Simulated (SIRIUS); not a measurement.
The system is SnO.

```
Sn O
1.0
     3.81370    0.00000    0.00000
     0.00000    3.81370    0.00000
     0.00000    0.00000    4.88691
Sn O
2 2
Direct
  0.50000 0.00000 0.76463
  0.00000 0.50000 0.23537
  0.00000 0.00000 0.00000
  0.50000 0.50000 0.00000
```

The cell is a database's computed one.

| Property | Result |
| --- | --- |
| Program | SIRIUS 7.12.0 |
| Task | single point |
| Functional | PBEsol |
| Potentials or basis | PseudoDojo 0.4.1 PBEsol standard (scalar relativistic) |
| Cutoff | 1152 eV |
| Density cutoff | 4606 eV |
| k mesh | 7 × 7 × 6 |
| Occupations | fermi-dirac, width 0.05 eV |
| Spin | no spin polarisation |

On this cell: pressure 0.0 GPa; largest force 0.159 eV/Å; band gap on the k mesh 0.35 eV.

The same run follows on a disturbed copy (atoms moved at random, drawn with an rms of 0.05 Å):

```xyz
4
Lattice="3.8137 0.0000 0.0000 0.0000 3.8137 0.0000 0.0000 0.0000 4.8869" Properties=species:S:1:pos:R:3 pbc="T T T"
Sn    1.9419   -0.0165    3.7618
Sn    0.0122    1.9097    1.0991
O     0.0261    0.0131   -0.0093
O     1.8823    1.8902   -0.0079
```

Question: What does the disturbed cell give?

Answer: The energy moves by +13.1 meV/atom; pressure 2.6 GPa; largest force 0.935 eV/Å; band gap on the k mesh 0.58 eV.

Forces on the atoms (eV/Å):
```
Sn  -0.111  0.048 -0.843
Sn  -0.101 -0.001  0.929
O   -0.187 -0.186 -0.028
O    0.398  0.138 -0.058
```

Stress tensor (GPa, compression positive):
```
 2.47  0.03 -0.17
 0.03  2.35  0.00
-0.17  0.00  2.84
```

Caveats: spin-orbit coupling is left out, which moves the levels of the heavy elements; an odd mesh through Γ misses points on the zone boundary, where band edges often lie.
